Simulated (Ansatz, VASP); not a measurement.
# Two plane-wave programs on C

The input INCAR:

```
SYSTEM = C
  ALGO = Normal
  EDIFF = 1E-6
  ENCUT = 520
  GGA = PE
  ISIF = 2
  ISMEAR = 0
  LASPH = .TRUE.
  LCHARG = .FALSE.
  LREAL = .FALSE.
  LWAVE = .FALSE.
  NBANDS = 26
  NELM = 80
  PREC = Accurate
  SIGMA = 0.05
```

The input KPOINTS:

```
k-points
0
G
  6 6 6
  0 0 0
```

The input POSCAR:

```
C
1.0
    3.5714750644      0.0000000000      0.0000000000
    0.0000000000     -3.5714750644      0.0000000000
    0.0000000000      0.0000000000     -3.5714750644
C
8
Direct
    0.5000000000      0.0000000000      0.0000000000
    0.0000000000      0.5000000000      0.0000000000
    0.0000000000      0.0000000000      0.5000000000
    0.5000000000      0.5000000000      0.5000000000
    0.7500000000      0.7500000000      0.7500000000
    0.2500000000      0.2500000000      0.7500000000
    0.2500000000      0.7500000000      0.2500000000
    0.7500000000      0.2500000000      0.2500000000
```

Input for Ansatz:

```yaml
crystal:
  lattice:
    - [3.5714750638, 0.0, 0.0]
    - [0.0, -3.5714750638, 0.0]
    - [0.0, 0.0, -3.5714750638]
  atoms:
    - { symbol: C, position: [0.5, 0.0, 0.0] }
    - { symbol: C, position: [0.0, 0.5, 0.0] }
    - { symbol: C, position: [0.0, 0.0, 0.5] }
    - { symbol: C, position: [0.5, 0.5, 0.5] }
    - { symbol: C, position: [0.75, 0.75, 0.75] }
    - { symbol: C, position: [0.25, 0.25, 0.75] }
    - { symbol: C, position: [0.25, 0.75, 0.25] }
    - { symbol: C, position: [0.75, 0.25, 0.25] }
basis:
  ecutwfc: 420
kpoints:
  mp_grid: { grid: [6, 6, 6] }
hamiltonian:
  xc: pbe
scf:
  occupations: { method: gaussian, width: 0.05 }
output:
  forces: true
  stress: true
  eigenvalues: true
  write_density: true
  write_potential: true
  elf: true
  volumetric_format: npy
```

Alike in both runs: task single point; functional PBE; k mesh 6 × 6 × 6; occupations gaussian, width 0.05 eV; no spin polarisation.

```csv
,VASP,Ansatz
version,VASP 6.6.1,Ansatz 0.2.0
potentials or method,"VASP PAW PBE potentials, release 64 (C)","scalar-relativistic, plane waves, PAW"
plane-wave cutoff (eV),520,420
valence electrons in the cell,32,32
```

VASP gave:

| Property | Result |
| --- | --- |
| gap on the k mesh at the Fermi level (eV) | 4.14 |
| least direct gap on the mesh (eV) | 4.75 |
| pressure (GPa) | 0.7 |

Task: Which values does Ansatz return?

Result: gap on the k mesh at the Fermi level (eV): 4.15; least direct gap on the mesh (eV): 4.76; pressure (GPa): 0.0.
